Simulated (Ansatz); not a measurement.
## Strain response of WSe$_{2}$

All numbers below come from Ansatz, DFT PBE+D3(BJ), scalar-relativistic, plane waves, PAW. Run with 420 eV cutoff, 12×12×2 k-mesh, Gaussian smearing of 0.02 eV, no spin polarisation.

Starting point, cell and atoms relaxed:

```xyz
6
Lattice="3.2790 0.0000 0.0000 -1.6395 2.8397 0.0000 0.0000 0.0000 12.7928" Properties=species:S:1:pos:R:3 pbc="T T T"
W     1.6395    0.9466    3.1982
W     0.0000    1.8932    9.5946
Se    0.0000    1.8932    4.8827
Se    1.6395    0.9466   11.2791
Se    0.0000    1.8932    1.5137
Se    1.6395    0.9466    7.9101
```

Deformation: all cell vectors scaled alike, the atoms relaxed, all within the symmetry that the strain leaves. Energies are extrapolated to zero smearing. Stress is positive in compression, on the Cartesian axes of the cell above. Gaps are Kohn–Sham gaps over the whole zone.

Spin-orbit coupling is left out, which matters for the bands and energies of heavy elements.

```csv
strain (%),ΔE (meV/atom),a (Å),b (Å),c (Å),σxx (GPa),σyy (GPa),σzz (GPa),gap (eV)
-4.5,90.1,3.131,3.131,12.217,15.34,15.34,8.46,0.53
-3.0,37.4,3.181,3.181,12.409,9.18,9.18,4.46,0.66
-1.5,8.7,3.230,3.230,12.601,4.14,4.14,1.75,0.78
+0.0,0.0,3.279,3.279,12.793,-0.01,-0.01,-0.05,0.87
+1.5,?,3.328,3.328,12.985,?,?,?,?
+3.0,?,3.377,3.377,13.177,?,?,?,?
+4.5,64.0,3.427,3.427,13.368,-8.73,-8.73,-2.06,0.74
```

Question: Fill in the row at +1.5 %.

Answer: ΔE 7.9 meV/atom; σxx -3.44 GPa; σyy -3.44 GPa; σzz -1.12 GPa; gap 0.95 eV.

Question: Fill in the row at +3.0 %.

Answer: ΔE 29.9 meV/atom; σxx -6.32 GPa; σyy -6.32 GPa; σzz -1.74 GPa; gap 0.95 eV.